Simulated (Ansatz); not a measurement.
Working through a formation energy from the elements of MoP and its elements

Program: Ansatz 0.2.0, Python API.

Run as a notebook:

**Cell 1**
```python
from collections import Counter
import warnings

import ansatz as az
import numpy as np


def solve(name, crystal):
    calc = (
        crystal.calculation()
        .scf(tolerance=1e-08, max_iterations=80)
        .basis(260, xc_grid=3)
        .eigensolver('auto', mixed_precision=False)
        .functional('LDA')
        .kpoints(spacing=0.3)
        .occupations('fermi_dirac', width=0.02)
        .stress()
    )
    calc = calc.relax(force_tolerance=0.01, max_steps=40, cell=True)
    return calc.run(threads=1, pin='off')
```

**Cell 2**
```python
def counts(outcome):
    return Counter(site.symbol for site in outcome.lattice.sites)
```

**Cell 3**
```python
def formation_energy(outcome, mu):
    n = counts(outcome)
    return (outcome.report['energy_sigma0_ev'] - sum(k * mu[element] for element, k in n.items())) / sum(n.values())
```

**Cell 4**
```python
def volume_per_atom(outcome):
    return abs(np.linalg.det(outcome.lattice.cell_ang)) / len(outcome.lattice.sites)
```

**Cell 5**
```python
warnings.simplefilter('ignore')

phases = {}
mop = (
    az.Lattice.from_parameters(3.223, 3.223, 3.191, alpha=90, beta=90, gamma=120)
    .space_group(187)
    .atom('Mo', (0.0, 0.0, 0.0))
    .atom('P', (1 / 3, 2 / 3, 0.5))
)
phases['MoP'] = mop
mo = (
    az.Lattice.bcc(3.14683)
    .space_group(229)
    .atom('Mo', (0.0, 0.0, 0.0))
    .primitive()
)
phases['Mo'] = mo
p = (
    az.Lattice.from_parameters(5.498017, 5.498017, 4.3793, alpha=90.0, beta=90.0, gamma=144.89259)
    .atom('P', (0.89838, 0.10162, 0.08068))
    .atom('P', (0.60162, 0.39838, 0.58068))
    .atom('P', (0.10162, 0.89838, 0.91932))
    .atom('P', (0.39838, 0.60162, 0.41932))
)
phases['P'] = p

done = {}
for name, crystal in phases.items():
    done[name] = solve(name, crystal)
    print(f'{name}: {done[name].report["energy_sigma0_ev"]:.4f} eV, {len(done[name].lattice.sites)} atoms')
```
Output:
```text
MoP: -5569.8196 eV, 2 atoms
Mo: -4842.4716 eV, 1 atoms
P: -2903.1977 eV, 4 atoms
```

**Cell 6**
```python
# chemical potentials of the elements at zero temperature
references = {'Mo': 'Mo', 'P': 'P'}
mu = {element: done[name].report['energy_sigma0_ev'] / len(done[name].lattice.sites) for element, name in references.items()}
```

**Cell 7**
```python
target = done['MoP']
heat = formation_energy(target, mu)
for element, value in mu.items():
    print(f'mu({element}) = {value:.4f} eV from {references[element]}, {volume_per_atom(done[references[element]]):.2f} A^3/atom')
print(f'formation energy of MoP: {heat:.4f} eV/atom = {96.4853 * heat:.1f} kJ/mol of atoms')
```
Output:
```text
mu(Mo) = -4842.4716 eV from Mo, 15.03 A^3/atom
mu(P) = -725.7994 eV from P, 17.38 A^3/atom
formation energy of MoP: -0.7743 eV/atom = -74.7 kJ/mol of atoms
```

The formation energy is -0.774 eV an atom (-74.7 kJ per mole of atoms), so MoP lies below the reference phases.

Notes:
- These settings explore the input space; cutoff and mesh may be short of convergence.
- The cutoff lies under the one recommended for these potentials.
- For the metals among these phases the mesh is modest: differences between phases can be off by up to 40 meV an atom.
- The program warned that this SCF threshold is loose for forces or stresses.
- The cells come from databases of deposited and of computed structures, and not all need be stable phases.
- The compound is the structure given, not necessarily its lowest; energies are at zero temperature, with no correction for gases. A semilocal functional's error on such energies is often 0.05 to 0.1 eV an atom, and 0.1 to 0.3 eV against gases such as O2 or F2.
- The script silences warnings, which a real study should read.
- The whole script took 31 s on 1 thread of Intel(R) Xeon(R) 6975P-C (Granite Rapids), with other jobs on the host, peak memory 0.43 GiB.
